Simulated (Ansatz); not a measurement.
Theory: Ansatz 0.2.0, DFT, PBE, plane waves (420 eV) with PAW, scalar-relativistic.

An element in the diamond structure gives this curve. The cell is scaled uniformly from the relaxed one, with fractional coordinates and shape fixed. Energies are extrapolated to zero smearing, pressures are those at the given smearing. Magnetic state: non-magnetic.

```csv
V (Å³/atom),E − E₀ (meV/atom),P (GPa)
22.686,94.0,11.07
23.718,37.9,6.63
24.749,8.0,2.91
25.780,0.0,-0.08
26.811,9.2,-2.46
27.842,32.2,-4.41
28.874,66.5,-5.98
```

Problem. Which element is it?
A. zinc
B. aluminium
C. niobium
D. palladium

Solution. C. Its fit is V₀ = 25.71 Å³/atom, B₀ = 68 GPa, B₀′ = 4.4.
